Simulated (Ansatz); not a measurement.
GaP: pressure against volume per atom

All results are calculated (Ansatz 0.2.0). Density functional stress and forces at fixed atoms, pressure and stress positive in compression, spin-unpolarised plane waves.

Cell of the first row (space group F-43m, No. 216):
```
GaP
1.0
      0.0000     2.5924     2.5924
      2.5924     0.0000     2.5924
      2.5924     2.5924     0.0000
Ga P
1 1
Direct
  0.00000 0.00000 0.00000
  0.25000 0.25000 0.25000
```

Settings of every row: periodic directions 3; functional r2SCAN; spin orbit no; potentials PAW; wave cutoff 500 eV; k mesh 8x8x8; smearing width 0 eV.

| row | volume per atom (Å³) | pressure (GPa) |
| --- | --- | --- |
| 1 | 17.422 | ? |
| 2 | 17.91 | 14.07 |
| 3 | 19.053 | 6.11 |
| 4 | 19.346 | 4.43 |
| 5 | 19.642 | 2.86 |
| 6 | 19.918 | 1.51 |
| 7 | 20.857 | -2.43 |
| 8 | 21.483 | -4.55 |
| 9 | 22.121 | -6.37 |
| 10 | 22.771 | -7.93 |
| 11 | 23.866 | -9.97 |

Question: what pressure should row 1 give?

Worked fit of pressure. Take u = (V_r/V)^(2/3) − 1 with V_r = 20.387 Å³ an atom, which is twice the finite (Eulerian) strain; such expansions in the strain, on which the Birch-Murnaghan equation of state is built, carry the rest volume and the bulk modulus. The shown rows have u = 0.0902, 0.04615, 0.03556, 0.02513, 0.01564, -0.01508, -0.03431, -0.05297, -0.07107, -0.09971. Least squares give pressure = −0.582 + 127.802 × u + 361.84 × u² + 245.5 × u³ GPa; a parabola predicts inner rows, each left out in turn, worse (root mean square 0.048 against 0.0036 GPa). All shown rows lie on it to the printed digit. The pressure vanishes at u = 0.0045, or V = 20.25 Å³ an atom, and there the bulk modulus with atoms relaxed is B = −V dP/dV = (2/3)(1 + u) dP/du = 87.8 GPa. The withheld row has u = 0.11046, so the fit gives −0.582 + 127.802 × (0.11046) + 361.84 × (0.11046)² + 245.5 × (0.11046)³ = 18.28 GPa.

The calculation gave 18.28 GPa. The fit meets it to the printed digit. This row lies beyond the range of the fit.
